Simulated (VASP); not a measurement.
Write the native input for VASP 6.6.1 that does the following.

| Quantity | Value |
| --- | --- |
| Task | single point |
| Functional | PBE |
| Potentials or basis | VASP PAW PBE potentials, release 64 (Ge_d_GW) |
| Cutoff | 450 eV |
| k mesh | 3 × 3 × 3 |
| Occupations | gaussian, width 0.02 eV |
| Spin | no spin polarisation |
| Further INCAR settings | ALGO = Fast; EDIFF = 1e-06; NBANDS = 36 |

The structure of Ge lies in POSCAR:

```
Ge
1.0
    0.0000000000      2.8857400000      5.1156650000
    2.6304970000      0.0000000000      5.1156650000
    2.6304970000      2.8857400000      0.0000000000
Ge
4
Direct
    0.7264900000      0.2735100000      0.7264900000
    0.2735100000      0.7264900000      0.2735100000
    0.2181330000      0.2181330000      0.7818670000
    0.7818670000      0.7818670000      0.2181330000
```

This isn't the form of Ge at room conditions, which is diamond.

These files were run (other wordings do the same):

INCAR

```
SYSTEM = Ge
PREC = Accurate ; ENCUT = 450
EDIFF = 1E-6 ; ISMEAR = 0
SIGMA = 0.02 ; LREAL = .FALSE.
LASPH = .TRUE. ; NELM = 60
ALGO = Fast ; ISIF = 2
LWAVE = .FALSE. ; LCHARG = .FALSE.
GGA = PE ; NBANDS = 36
```

KPOINTS

```
regular mesh
0
G
  3 3 3
  0 0 0
```

Potentials or basis: VASP PAW PBE potentials, release 64 (Ge_d_GW).

Launch:

```console
$ cat potpaw_PBE.64/Ge_d_GW/POTCAR > POTCAR
$ mpirun -np 1 vasp_std > vasp.out
```

Results of the run:

- Pressure: 0.5 GPa
- Largest force: 0.270 eV/Å
- Band gap on the k mesh: none (metal or under the smearing width)

Caveat: the k mesh is coarse (spacing up to 0.58 Å⁻¹), so the values aren't converged; the cutoff is under 1.25 times the usual one of these potentials, so pressure, stress and relaxed cells hold a basis-set (Pulay) error.

Run time: 15 s on 1 thread of Intel(R) Xeon(R) 6975P-C (Granite Rapids), on a shared host, peak memory 0.19 GiB.
